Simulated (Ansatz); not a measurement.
# Al2Cu: the cost of one run

Method: DFT PBEsol, scalar-relativistic, plane waves, PAW, in Ansatz 0.2.0.

2 further runs of the same task are left out: 1 for a known fault of the program, 1 set aside as unsound or not needed. Runs told in other sessions of the task aren't counted.

**1. The starting structure**

Symmetry: Fm-3m, No. 225, cubic system. The conventional cell has a = 5.726 Å, b = 5.726 Å, c = 5.726 Å, α = 90.00°, β = 90.00°, γ = 90.00°. Around Al (site symmetry -43m) lie 4 Cu at 2.48 Å. Cu (site symmetry m-3m) is surrounded by 8 Al at 2.48 Å.

Structure file:

```cif
data_structure
_symmetry_space_group_name_H-M 'Fm-3m'
_symmetry_Int_Tables_number 225
_cell_length_a 5.7264
_cell_length_b 5.7264
_cell_length_c 5.7264
_cell_angle_alpha 90.000
_cell_angle_beta 90.000
_cell_angle_gamma 90.000
_cell_volume 187.77
loop_
_atom_site_label
_atom_site_type_symbol
_atom_site_symmetry_multiplicity
_atom_site_Wyckoff_symbol
_atom_site_fract_x
_atom_site_fract_y
_atom_site_fract_z
_atom_site_occupancy
Al1 Al 8 c 0.25000 0.25000 0.25000 1
Cu1 Cu 4 b 0.00000 0.00000 0.50000 1
```

It goes back to an entry of the Materials Project, which need not be the stable form.

This cell was relaxed beforehand with the same method: volume 15.65 Å³/atom, gap on the mesh none (metal).

Its energy, with the smearing taken to zero, is -7638.4141 eV for the 3-atom cell on a 14×14×14 mesh; differences below count from it.

**2. Cell: atoms packed at random at 1.25 times the crystal's volume**

6 Al, 3 Cu were thrown into a skewed cell at random, at 1.25 times a reference volume of the solid, and pushed apart as soft spheres.

The cell holds 6 Al, 3 Cu: a = 5.932 Å, b = 5.580 Å, c = 5.359 Å, α = 93.35°, β = 84.31°, γ = 87.81°.

**3. Relaxing on a coarse mesh**

A cheap relaxation: coarse mesh, no symmetry, loose thresholds.

The input, input.yaml:

```yaml
crystal:
  lattice:
    - [5.924473, 0.114034, 0.281253]
    - [0.114034, 5.576074, -0.162941]
    - [0.281253, -0.162941, 5.349324]
  atoms:
    - { symbol: Al, position: [0.396063912, 0.4557499087, 0.520731906] }
    - { symbol: Al, position: [0.2211322614, 0.9387389338, 0.4364146231] }
    - { symbol: Al, position: [0.8035643259, 0.2360460042, 0.0361068193] }
    - { symbol: Al, position: [0.5417646256, 0.9186331457, 0.1142867614] }
    - { symbol: Al, position: [0.8593921068, 0.6396796643, 0.277111698] }
    - { symbol: Al, position: [0.1071491188, 0.885353174, 0.9534164418] }
    - { symbol: Cu, position: [0.32875002, 0.3994514919, 0.0315974759] }
    - { symbol: Cu, position: [0.7807253804, 0.6941835845, 0.7509647626] }
    - { symbol: Cu, position: [0.7385061386, 0.1031756783, 0.5198892767] }
  symmetry: { detect: false }
basis:
  ecutwfc: 420
kpoints:
  mp_grid: { grid: [2, 3, 3], shift: [0.5, 0.0, 0.0] }
hamiltonian:
  xc: pbesol
scf:
  occupations: { method: gaussian, width: 0.1 }
  lower_state_search: "off"
output:
  forces: true
  stress: true
  eigenvalues: true
relax:
  adjacent_minimum: "off"
  f_tol: 0.04
  max_steps: 70
  cell: { stress_tol: 0.3 }
```

Command:

```bash
$ ansatz run input.yaml --threads 2 --pin off --max-ram 5120MiB --backend cpu --events-out ev --progress --plain --runs-dir out
```

Q: Estimate wall time and peak memory on 2 threads of Intel Xeon at 2.50GHz (Skylake/Cascade Lake), shared host.

About 5.8 min, with a peak of 0.46 GiB.
